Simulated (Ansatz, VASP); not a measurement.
One calculation of TiC, two programs

```
CELL_PARAMETERS angstrom
0.00000 2.09908 2.16400
2.09908 0.00000 2.16400
2.09908 2.09908 0.00000
ATOMIC_POSITIONS crystal
Ti 0.00000 0.00000 0.00000
C 0.50000 0.50000 0.50000
```

Change from the starting cell: equal xx and yy strain of -3 %.

Alike in both runs: task single point; functional PBE; k mesh 16 × 16 × 16; occupations fermi-dirac, width 0.03 eV; no spin polarisation.

|  | VASP | Ansatz |
| --- | --- | --- |
| version | VASP 6.6.1 | Ansatz 0.2.0 |
| potentials or method | VASP PAW PBE potentials, release 64 (Ti_sv, C), cutoff 520 eV | all-electron LAPW, scalar-relativistic |

VASP gave:

| Item | Value |
| --- | --- |
| pressure (GPa) | 19.0 |
| largest component of the traceless stress (GPa) | 10.02 |

Q: Estimate Ansatz's values.

A: Pressure (GPa): 18.8; largest component of the traceless stress (GPa): 9.99.

Ansatz ran all-electron here, so the differences hold the error of VASP's frozen core and of both bases.

Caveats: so large a pressure means that the cell lies far from this level's equilibrium, or that cutoff or potentials fall short (VASP).
